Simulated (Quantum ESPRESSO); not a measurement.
# PbO2 (Fm-3m) in Quantum ESPRESSO: notebook, part 4 of 4

Quantum ESPRESSO 7.5. Earlier steps stand in the parts before.

### 6 Phonons, LDA

File pw.in:

```
&CONTROL
  calculation = 'scf'
  prefix = 'pwscf'
  outdir = './tmp'
  pseudo_dir = './pseudo'
  tprnfor = .true.
  tstress = .true.
  disk_io = 'low'
/
&SYSTEM
  ibrav = 0
  nat = 3
  ntyp = 2
  ecutwfc = 52
  ecutrho = 312
  nbnd = 20
  occupations = 'smearing'
  smearing = 'mv'
  degauss = 0.01469973
/
&ELECTRONS
  conv_thr = 6d-10
  electron_maxstep = 120
  mixing_beta = 0.5
/
ATOMIC_SPECIES
Pb   207.2000 Pb.LDA_PW-JTH.UPF
O     15.9990 O.LDA_PW-JTH.UPF
CELL_PARAMETERS angstrom
   0.0000000000    2.7019920000    2.7019920000
   2.7019920000    0.0000000000    2.7019920000
   2.7019920000    2.7019920000    0.0000000000
ATOMIC_POSITIONS crystal
Pb     0.0000000000    0.0000000000    0.0000000000
O      0.7500000000    0.7500000000    0.7500000000
O      0.2500000000    0.2500000000    0.2500000000
K_POINTS automatic
9 9 9 0 0 0
```

File relax.in:

```
&CONTROL
  calculation = 'vc-relax'
  prefix = 'pwscf'
  outdir = './tmp'
  pseudo_dir = './pseudo'
  tprnfor = .true.
  tstress = .true.
  disk_io = 'low'
  nstep = 40
  forc_conv_thr = 0.0001
  etot_conv_thr = 1d-06
/
&SYSTEM
  ibrav = 0
  nat = 3
  ntyp = 2
  ecutwfc = 52
  ecutrho = 312
  nbnd = 20
  occupations = 'smearing'
  smearing = 'mv'
  degauss = 0.01469973
/
&ELECTRONS
  conv_thr = 6d-10
  electron_maxstep = 120
  mixing_beta = 0.5
/
&IONS
  ion_dynamics = 'bfgs'
/
&CELL
  cell_dynamics = 'bfgs'
  press = 0
  press_conv_thr = 0.2
/
ATOMIC_SPECIES
Pb   207.2000 Pb.LDA_PW-JTH.UPF
O     15.9990 O.LDA_PW-JTH.UPF
CELL_PARAMETERS angstrom
   0.0000000000    2.7019920000    2.7019920000
   2.7019920000    0.0000000000    2.7019920000
   2.7019920000    2.7019920000    0.0000000000
ATOMIC_POSITIONS crystal
Pb     0.0000000000    0.0000000000    0.0000000000
O      0.7500000000    0.7500000000    0.7500000000
O      0.2500000000    0.2500000000    0.2500000000
K_POINTS automatic
9 9 9 0 0 0
```

File scf2.in:

```
&CONTROL
  calculation = 'scf'
  prefix = 'pwscf'
  outdir = './tmp'
  pseudo_dir = './pseudo'
  tprnfor = .true.
  tstress = .true.
  disk_io = 'low'
/
&SYSTEM
  ibrav = 0
  nat = 3
  ntyp = 2
  ecutwfc = 52
  ecutrho = 312
  nbnd = 20
  occupations = 'smearing'
  smearing = 'mv'
  degauss = 0.01469973
/
&ELECTRONS
  conv_thr = 1d-13
  electron_maxstep = 120
  mixing_beta = 0.5
  startingpot = 'file'
  startingwfc = 'file'
/
ATOMIC_SPECIES
Pb   207.2000 Pb.LDA_PW-JTH.UPF
O     15.9990 O.LDA_PW-JTH.UPF
CELL_PARAMETERS angstrom
   0.0000000000    2.6344377664    2.6344377664
   2.6344377664    0.0000000000    2.6344377664
   2.6344377664    2.6344377664    0.0000000000
ATOMIC_POSITIONS crystal
Pb     0.0000000000    0.0000000000    0.0000000000
O      0.7500000000    0.7500000000    0.7500000000
O      0.2500000000    0.2500000000    0.2500000000
K_POINTS automatic
9 9 9 0 0 0
```

File ph.in:

```
phonons of PbO2
&INPUTPH
  prefix = 'pwscf'
  outdir = './tmp'
  tr2_ph = 1d-18
  fildyn = 'dyn'
  niter_ph = 90
  alpha_mix(1) = 0.4
/
0.0000000000 0.0000000000 0.0000000000
```

File dynmat.in:

```
&INPUT
  fildyn = 'dyn'
  asr = 'crystal'
  filout = 'dynmat.disp'
  fileig = 'dynmat.eig'
/
```

Potentials or basis: JTH 2.0 LDA.

The run is started by

```console
$ OMP_NUM_THREADS=1 pw.x -in pw.in > pw.out
$ OMP_NUM_THREADS=1 pw.x -in relax.in > relax.out
$ OMP_NUM_THREADS=1 pw.x -in scf2.in > scf2.out
$ OMP_NUM_THREADS=1 ph.x -in ph.in > ph.out
$ OMP_NUM_THREADS=1 dynmat.x -in dynmat.in > dynmat.out
```

pw.out:

```text
This program is part of the open-source Quantum ESPRESSO suite
     for quantum simulation of materials; please cite
         "P. Giannozzi et al., J. Phys.:Condens. Matter 21 395502 (2009);
         "P. Giannozzi et al., J. Phys.:Condens. Matter 29 465901 (2017);
         "P. Giannozzi et al., J. Chem. Phys. 152 154105 (2020);
     in publications or presentations arising from this work. More details at

     file Pb.LDA_PW-JTH.UPF: wavefunction(s)  0S 6P 0P 5D 0D renormalized
     file O.LDA_PW-JTH.UPF: wavefunction(s)  0S 2P 0P renormalized
     Message from routine setup:
     using ibrav=0 with symmetry is DISCOURAGED, use correct ibrav instead

     G-vector sticks info
     --------------------
     sticks:   dense  smooth     PW     G-vecs:    dense   smooth      PW
     Sum        1135     745    235                24933    13539    2277

     Using Slab Decomposition

     bravais-lattice index     =            0
     lattice parameter (alat)  =       7.2210  a.u.
     unit-cell volume          =     266.2434 (a.u.)^3
     number of atoms/cell      =            3
     number of atomic types    =            2
     number of electrons       =        26.00
     number of Kohn-Sham states=           20
     kinetic-energy cutoff     =      52.0000  Ry
     charge density cutoff     =     312.0000  Ry
     scf convergence threshold =      6.0E-10
     mixing beta               =       0.5000
     number of iterations used =            8  plain     mixing
     Exchange-correlation= SLA PW NOGX NOGC
                           (   1   4   0   0   0   0   0)

     celldm(1)=   7.221010  celldm(2)=   0.000000  celldm(3)=   0.000000
     celldm(4)=   0.000000  celldm(5)=   0.000000  celldm(6)=   0.000000

     crystal axes: (cart. coord. in units of alat)
               a(1) = (   0.000000   0.707107   0.707107 )
               a(2) = (   0.707107   0.000000   0.707107 )
               a(3) = (   0.707107   0.707107   0.000000 )

     reciprocal axes: (cart. coord. in units 2 pi/alat)
               b(1) = ( -0.707107  0.707107  0.707107 )
               b(2) = (  0.707107 -0.707107  0.707107 )
               b(3) = (  0.707107  0.707107 -0.707107 )

[... 38 lines left out ...]

     number of k points=    35  Marzari-Vanderbilt smearing, width (Ry)=  0.0147
                       cart. coord. in units 2pi/alat
        k(    1) = (   0.0000000   0.0000000   0.0000000), wk =   0.0027435
        k(    2) = (   0.0785674   0.0785674  -0.0785674), wk =   0.0219479
        k(    3) = (   0.1571348   0.1571348  -0.1571348), wk =   0.0219479
        k(    4) = (   0.2357023   0.2357023  -0.2357023), wk =   0.0219479
        k(    5) = (   0.3142697   0.3142697  -0.3142697), wk =   0.0219479
        k(    6) = (   0.1571348   0.0000000  -0.0000000), wk =   0.0164609
[... 27 lines left out ...]
        k(   34) = (  -0.0000000  -0.4714045   0.6285394), wk =   0.0658436
        k(   35) = (  -0.0785674  -0.3928371   0.7071068), wk =   0.0658436

     Dense  grid:    24933 G-vectors     FFT dimensions: (  45,  45,  45)

     Smooth grid:    13539 G-vectors     FFT dimensions: (  36,  36,  36)

     Initial potential from superposition of free atoms

     starting charge      25.9982, renormalised to      26.0000
     Starting wfcs are   34 randomized atomic wfcs

     Self-consistent Calculation

     iteration #  1     ecut=    52.00 Ry     beta= 0.50
     Davidson diagonalization with overlap
     ethr =  1.00E-02,  avg # of iterations =  7.8

     WARNING: integrated charge=    26.00189318, expected=    26.00000000
[... 13 lines left out ...]
     iteration #  3     ecut=    52.00 Ry     beta= 0.50
     Davidson diagonalization with overlap
     ethr =  1.07E-03,  avg # of iterations =  2.4
     Minimization algorithm failed to find Fermi energy: reverting to bisection
     Possible cause: smearing is larger than the electronic band-gap.

     WARNING: integrated charge=    25.99996193, expected=    26.00000000

     total energy              =    -929.57728782 Ry
     estimated scf accuracy    <       0.00533556 Ry

     iteration #  4     ecut=    52.00 Ry     beta= 0.50
     Davidson diagonalization with overlap
     c_bands:  1 eigenvalues not converged
     ethr =  2.05E-05,  avg # of iterations =  9.3

     WARNING: integrated charge=    26.00009676, expected=    26.00000000

     total energy              =    -929.57813149 Ry
     estimated scf accuracy    <       0.00157551 Ry
[... 36 lines left out ...]
     iteration # 10     ecut=    52.00 Ry     beta= 0.50
     Davidson diagonalization with overlap
     ethr =  2.66E-12,  avg # of iterations =  3.9

     End of self-consistent calculation

          k = 0.0000 0.0000 0.0000 (  1687 PWs)   bands (ev):

    -9.4324  -6.6849  -6.6849  -6.6849  -6.4699  -6.4305  -6.4305   6.0665
     6.9166   6.9166   6.9166   7.6396   7.6396   7.6396  15.6069  15.6069
    15.6069  20.1973  24.2646  24.2646

          k = 0.0786 0.0786-0.0786 (  1705 PWs)   bands (ev):
[... 199 lines left out ...]
    -8.4053  -8.3338  -6.5082  -6.4331  -6.4098  -5.6510  -5.2849   0.7459
     4.1124   5.9363   6.5928   8.4355   8.8221  10.9849  16.6400  17.6012
    18.0424  19.6018  24.6658  26.0710

     the Fermi energy is     8.8133 ev

!    total energy              =    -929.57855416 Ry
     total all-electron energy =      -929.578554 Ry
     estimated scf accuracy    <          7.0E-12 Ry
     smearing contrib. (-TS)   =       0.00198430 Ry
     internal energy E=F+TS    =    -929.58053846 Ry

     The total energy is F=E-TS. E is the sum of the following terms:
     one-electron contribution =     -29.80102318 Ry
     hartree contribution      =      46.91546986 Ry
     xc contribution           =     -31.18475939 Ry
     ewald contribution        =    -154.39155991 Ry
     one-center paw contrib.   =    -761.11866584 Ry

     convergence has been achieved in  10 iterations

     Forces acting on atoms (cartesian axes, Ry/au):

     atom    1 type  1   force =    -0.00000000    0.00000000    0.00000000
     atom    2 type  2   force =     0.00000000    0.00000000    0.00000000
     atom    3 type  2   force =     0.00000000    0.00000000    0.00000000

     Total force =     0.000000     Total SCF correction =     0.000000

     Computing stress (Cartesian axis) and pressure

          total   stress  (Ry/bohr**3)                   (kbar)     P=     -108.15
  -0.00073522  -0.00000000  -0.00000000         -108.15       -0.00       -0.00
  -0.00000000  -0.00073522  -0.00000000           -0.00     -108.15       -0.00
  -0.00000000  -0.00000000  -0.00073522           -0.00       -0.00     -108.15

=------------------------------------------------------------------------------=
   JOB DONE.
=------------------------------------------------------------------------------=
```

relax.out:

```text
This program is part of the open-source Quantum ESPRESSO suite
     for quantum simulation of materials; please cite
         "P. Giannozzi et al., J. Phys.:Condens. Matter 21 395502 (2009);
         "P. Giannozzi et al., J. Phys.:Condens. Matter 29 465901 (2017);
         "P. Giannozzi et al., J. Chem. Phys. 152 154105 (2020);
[... 2346 lines left out ...]
   0.00000000   0.00000071   0.00000000            0.00        0.11        0.00
   0.00000000   0.00000000   0.00000071            0.00        0.00        0.11

=------------------------------------------------------------------------------=
   JOB DONE.
=------------------------------------------------------------------------------=
```

Wall time 14 min (1 thread of Arm Neoverse V1, shared host); peak memory 0.15 GiB.

What came out:

```
Free energy                            : -12647.6495 eV
Relaxed volume                         : 12.19 Å³/atom
Relaxed cell                           : a = 3.726 Å, b = 3.726 Å, c = 3.726 Å, α = 60.00°, β = 60.00°, γ = 60.00°
Space group after relaxing (to 0.05 Å) : Fm-3m (No. 225)
Pressure after relaxing                : 0.0 GPa
Band gap on the k mesh                 : none (metal or under the smearing width)
Highest phonon frequency at Γ          : 449 cm⁻¹
```

The path:
```tsv
step	energy change (eV)	largest force (eV/Å)	pressure (GPa)	volume (Å³)
1	0.0000	0.0000	-10.82	39.45
2	-0.0971	0.0000	-3.38	37.32
3	-0.1047	0.0000	0.68	36.42
4	-0.1050	0.0000	-0.01	36.57
5	-0.1050	0.0000	-0.01	36.57
```

Final structure:
```
Pb O
1.0
     0.00000    2.63444    2.63444
     2.63444    0.00000    2.63444
     2.63444    2.63444    0.00000
Pb O
1 2
Direct
  0.00000 0.00000 0.00000
  0.75000 0.75000 0.75000
  0.25000 0.25000 0.25000
```

Phonon frequencies in cm⁻¹ (negative: imaginary):
```tsv
q point	frequencies
(0.000, 0.000, 0.000)	1 1 1 280 280 280 449 449 449
```

Optical modes at Γ, degenerate ones joined:
```
cm⁻¹  components  symmetry  active in
 280           3       T1u         IR
 449           3       T2g      Raman
```

The run has no spin-orbit coupling, so splittings on Pb are missing.

### 7 Overview

```csv
task,level,potentials or basis,cell,k mesh,cutoff (eV),smearing,iterations,q mesh,form of the LDA correlation,other keys,gap on the mesh (eV),pressure (GPa)
energy-loss spectrum,PBE,SG15 PBE 1.2,as given,6 × 6 × 6,1551,gaussian 0.136 eV,200,-,-,ecut_scale = 1.3,none,0.2
phonons and electron-phonon coupling,PBEsol,GBRV 1.5 PBEsol,relaxed,6 × 6 × 6,612,methfessel-paxton 0.272 eV,-,2 × 2 × 2,-,-,none,0.0
phonons,PBEsol,GBRV 1.5 PBEsol,relaxed,9 × 9 × 9,612,cold 0.2 eV,-,-,-,-,none,0.0
phonons,PBE,GBRV 1.5 PBE,relaxed,9 × 9 × 9,612,cold 0.136 eV,-,-,-,-,none,0.0
phonons,LDA,JTH 2.0 LDA,relaxed,9 × 9 × 9,707,cold 0.2 eV,-,-,PW92,-,none,0.0
```

Alike in all rows: no spin polarisation.

Caveats: the Lanczos chain is short for so many electrons, so humps in the spectrum may be artefacts (some runs); the mesh is thin for the phonons of a metal (some runs); some modes are imaginary (some runs); λ from interpolated matrix elements is rough: modes that symmetry makes equal can differ by tens of percent (some runs).

Total energies depend on the potentials used, so only differences within one code and one set of settings carry meaning.
